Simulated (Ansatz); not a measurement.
# Structural energy differences of potassium

Computed with Ansatz 0.2.0, DFT, revPBE, plane waves (420 eV) with PAW, scalar-relativistic. The PAW files were generated under PBE, with cores re-solved for the functional.

Each structure is relaxed within its own symmetry, so a high-lying one may be dynamically unstable.

| structure | ΔE (meV/atom) | V (Å³/atom) | cell | magnetic state |
| --- | --- | --- | --- | --- |
| dhcp | -1 | 80.02 | a = 4.838 Å, c = 15.789 Å (c/a = 3.263) | spin not included |
| hcp | 0 | 80.05 | a = 4.839 Å, c = 7.893 Å (c/a = 1.631) | spin not included |
| bcc | 0 | 79.67 | a = 5.421 Å | spin not included |
| fcc | 1 | 80.11 | a = 6.843 Å | spin not included |
| A15 | 9 | 80.87 | a = 8.649 Å | spin not included |
| omega (AlB2-type) | 10 | 80.23 | a = 7.754 Å, c = 4.622 Å (c/a = 0.596) | spin not included |
| simple cubic | 103 | 85.67 | a = 4.408 Å | spin not included |
| diamond | 290 | 122.18 | a = 9.924 Å | spin not included |

ΔE counts from bcc.

Differences under about 8 meV lie within the error of the k-point mesh.
